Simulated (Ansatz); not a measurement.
The structure comes from a relaxation in the same program, started in the diamond type, and has space group Fd-3m. Whether it is a known phase or the ground state wasn't checked.

La: DFT, PBE, PAW with Ansatz's default frozen-core files, scalar-relativistic (Ansatz 0.2.0).

```yaml
crystal:
  lattice:
    - [0.0, 3.338665957, 3.338665957]
    - [3.338665957, 0.0, 3.338665957]
    - [3.338665957, 3.338665957, 0.0]
  atoms:
    - { symbol: La, position: [0.0, 0.0, 0.0] }
    - { symbol: La, position: [0.25, 0.25, 0.25] }
kpoints:
  mp_grid: { grid: [10, 10, 10] }
  band_path:
    path:
      - [0.0, 0.0, 0.0]
      - [0.5, 0.0, 0.5]
      - [0.625, 0.25, 0.625]
      - [0.375, 0.375, 0.75]
      - [0.0, 0.0, 0.0]
      - [0.5, 0.5, 0.5]
      - [0.5, 0.25, 0.75]
      - [0.5, 0.0, 0.5]
    npoints: 8
scf:
  occupations: { method: fermi_dirac, width: 0.03 }
hamiltonian:
  xc: pbe
  pseudopotentials: { kind: paw }
output:
  forces: true
  stress: true
  eigenvalues: true
  efg: { contact_densities: true }
  populations: true
  bader: true
  dos: { projected: true, de: 0.2, e_range: [-14, 8] }
```

Output:

```
La: projections on atomic orbitals take those of the free atom [Kr 4d10] 4f0 5s2 5p6 5d1 6s2, of charge +0.00 (hamiltonian.pseudopotentials.projection_atoms); the dataset's partial waves leave at most 1.9e-5 of an orbital's norm unspanned inside its sphere
La: output.efg is read without spin–orbit coupling, which moves field gradients at and beside such atoms by some per cent and up to a factor of two; PAW files take it under magnetization.noncollinear and magnetization.spin_orbit
Engine: ansatz 0.2.0
Pseudopotentials: kind: paw
Pseudopotential: La, paw, valence charge 11, recommended cutoff 420 eV (normal)
Functional definition: PBE
  parameter kappa = 0.804
  parameter beta = 0.06672455060314922
  exchange = pbe_x(kappa = kappa, mu = beta*pi^2/3)
  correlation = pbe_c(beta = beta)
Crystal: 2 atoms, lattice volume = 74.430 Å³
Basis set: ecut = 420 eV, 1459 PW (Γ), exchange–correlation on 64×64×64 points (8 copies of the dense FFT grid, shifted against one another)
Bands: 15, of which v1, the nominal top of the filled ones, is band 11 counted from 1 (10 counted from 0)
Symmetry: 48 space group operations
Space group: Fd-3m (ITA 227), of the structure as read, at distance tolerance 4.2e-5 Å
k-points: 47 of 1000
Non-local potential: La, projectors of the file, l = 0: 3, l = 1: 2, l = 2: 2, l = 3: 3
PAW form: soft (Blöchl's): semilocal exchange-correlation on the pseudo side does not see the compensation charge
PAW one-centre angular grid: La, 590 points (default); XC on 64 Gauss nodes
Initial density: superposition of atomic densities (neutral atoms: chi_scale 0, normalization atom), corrected by the library's trained network
Initial wavefunctions: pseudopotential atomic-orbital guess
Functional: x = pbe(κ = 0.804, μ = 0.2195149727645171), c = pbe(β = 0.06672455060314922)
SCF iter   1: F=—  HF=-12498.175306 eV  |F-HF|=—  |Δ(HF+E_count)|=         —  Δρ=8.29e-3  dr2=3.06e-2  ethr=1.77e-3  ⟨swp⟩=5.7  Hψ=3861  notcnv=0
preconditioner: auto → Kerker (q_TF=auto, 2.227 Å⁻¹)  [metal: Δε(μ)=0.037 eV  Ē_g=2.083 eV  σ=0.030 eV  W_gap=0.29  n_scr=14 (ndim 8)  ℏωp=10.5 eV  f_vac=0.000  D(μ)=1.71/eV (n_scr^D=14)]
SCF iter   2: F=—  HF=-12498.172172 eV  |F-HF|=—  |Δ(HF+E_count)|=   3.13e-3  Δρ=4.57e-3  dr2=9.42e-3  ethr=1.39e-4  ⟨swp⟩=3.2  Hψ=1681  notcnv=0
SCF iter   3: F=—  HF=-12498.171754 eV  |F-HF|=—  |Δ(HF+E_count)|=   4.17e-4  Δρ=6.34e-4  dr2=3.91e-4  ethr=4.28e-5  ⟨swp⟩=3.9  Hψ=1503  notcnv=0  defer=1
SCF iter   4: F=—  HF=-12498.171866 eV  |F-HF|=—  |Δ(HF+E_count)|=   1.11e-4  Δρ=1.71e-4  dr2=4.57e-5  ethr=1.78e-6  ⟨swp⟩=3.0  Hψ=1114  notcnv=0
SCF iter   5: F=—  HF=-12498.171889 eV  |F-HF|=—  |Δ(HF+E_count)|=   2.37e-5  Δρ=4.49e-5  dr2=2.40e-6  ethr=2.08e-7  ⟨swp⟩=2.1  Hψ=923  notcnv=0
SCF iter   6: F=—  HF=-12498.171889 eV  |F-HF|=—  |Δ(HF+E_count)|=   4.63e-9  Δρ=1.45e-5  dr2=1.32e-7  ethr=1.09e-8  ⟨swp⟩=2.4  Hψ=1178  notcnv=0
SCF iter   7: F=-12498.171889 eV  HF=-12498.171889 eV  |F-HF|=4.03e-9  |Δ(HF+E_count)|=   3.21e-8  Δρ=3.44e-6  dr2=5.47e-9  ethr=4.55e-10  ⟨swp⟩=7.2  Hψ=3637  notcnv=0
SCF 1 converged in 7 iterations: F = -12498.171889 eV  dr2 = 5.47e-9
  greatest PAW one-centre occupation: 0.964 electrons in one spin orbital (limit 2), on the La atom at site 1 (counted from 0), in its partial waves of l = 0
NSCF: frozen V_eff on 57 k-points
SCF converged after 7 iterations
Free energy (F): -12498.171889 eV
Harris-Foulkes:  -12498.171889 eV  (|F-HF|=4.03e-9)
Internal energy: -12498.166835 eV  (E = F + TS)
E sigma→0 (E₀):  -12498.169362 eV
Entropy (-TS):   -0.005055 eV (-2.527 meV/atom)
Fermi energy:    10.597086 eV
--- Per-component energies (eV) ---
  E_band       = -104.174645
  E_kinetic    = 397.032837
  E_local      = -865.312856  (includes V_loc(G=0)·N_el)
  E_nonlocal   = 191.767132
  E_hartree    = 298.983113
  E_xc         = -281.194855
  E_vxc        = -298.950743  (∫ρ·V_xc dr)
  E_paw        = -10833.832008  (= ΣΔE_a)
  E_vpaw       = -126.677507  (= ΣTr[D̂ρ^β])
  E_aug_tail   = -0.000000  (compensation charges beyond the density's cutoff)
  E_ewald      = -1405.610198
  E_smearing   = -0.005055  (= −TS)
  E_closure    = -0.000000  (closes the sum)
  Σ components = -12498.171889   (vs F -12498.171889, Δ=0.00e0)
--- Forces (eV/Å), atoms counted from 1 ---
  atom   1  La    -0.00000000     0.00000000    -0.00000000
  atom   2  La    -0.00000000     0.00000000     0.00000000
  max |Σ_I F_I| component: 9.25e-17 eV/Å
--- Stress (GPa, compression-positive) ---
        0.000571       0.000000      -0.000000
        0.000000       0.000571       0.000000
       -0.000000       0.000000       0.000571
  P = ⅓ Tr σ = 0.0006 GPa (0.006 kbar)
--- PAW observables at the nuclei: V_zz in 10²¹ V/m², potentials from the cell's mean, atoms counted from 1 ---
  atom   1  La V_zz =    -0.000000   η = 0.0000   by run symmetry: forbidden
            electrostatic potential = -9875.939206 V   contact ρ = 2247006.365602 e/Å³
  atom   2  La V_zz =    -0.000000   η = 0.0000   by run symmetry: forbidden
            electrostatic potential = -9875.939206 V   contact ρ = 2247006.365602 e/Å³
--- Band table (eV; the first three rows and the last of 47) ---
  k-point 0: bands = ["-22.9623", "-21.2623", "-7.1571", "-7.1571", "-7.1571", "-5.0366", "-5.0366", "-5.0366", "8.2219", "9.8511", "9.8511", "11.4765", "11.4765", "11.4765", "12.1209"]
  k-point 1: bands = ["-22.9351", "-21.2984", "-7.1880", "-7.1880", "-7.1576", "-5.0148", "-4.9938", "-4.9938", "8.3911", "9.7593", "9.7593", "11.4358", "11.6743", "11.6743", "12.0470"]
  k-point 2: bands = ["-22.8579", "-21.3987", "-7.2637", "-7.2637", "-7.1632", "-4.9500", "-4.8869", "-4.8869", "8.8277", "9.6323", "9.6323", "11.3782", "11.6285", "11.9178", "11.9178"]
  k-point 46: bands = ["-22.1730", "-22.1730", "-7.7404", "-7.7404", "-5.9862", "-5.9862", "-4.2212", "-4.2212", "8.7390", "8.7390", "10.6379", "10.6379", "11.6606", "11.6606", "11.9792"]
--- Löwdin populations: 2 sites ---
  site symbol       q [e]
     0     La     10.9864
     1     La     10.9864
  spilling = 0.001232 (of n_electrons = 22.000000)
--- Bader charges: 2 sites ---
  site symbol  charge [e]  shift [e]
     0     La      0.0000     0.0000
     1     La      0.0000     0.0000
  estimated error of the sums over rays = 1.5e-4 e
```

populations.tsv:

```
# site	symbol	l	j	q
# orbitals = lowdin
# n_electrons = 22.000000
# spilling = 0.001232
# projection_atom_La: [Kr 4d10] 4f0 5s2 5p6 5d1 6s2
0	La	0_5S	-	1.772365
0	La	0_6S	-	0.403593
0	La	1_5P	-	5.695154
0	La	2_5D	-	2.838985
0	La	3_4F	-	0.276352
1	La	0_5S	-	1.772365
1	La	0_6S	-	0.403593
1	La	1_5P	-	5.695154
1	La	2_5D	-	2.838985
1	La	3_4F	-	0.276352
```

bader_charges.tsv:

```
# site	symbol	x_ang	y_ang	z_ang	partial_charge_e	electrons	volume_ang3	relative_density_drop	shared_charge_e	partial_wave_shift_e
# quadrature_error_electrons = 1.5e-4
0	La	0.0000	0.0000	0.0000	0.00000	57.00000	37.22	-	0.00000	0.00000
1	La	1.6693	1.6693	1.6693	0.00000	57.00000	37.22	-	0.00000	0.00000
```
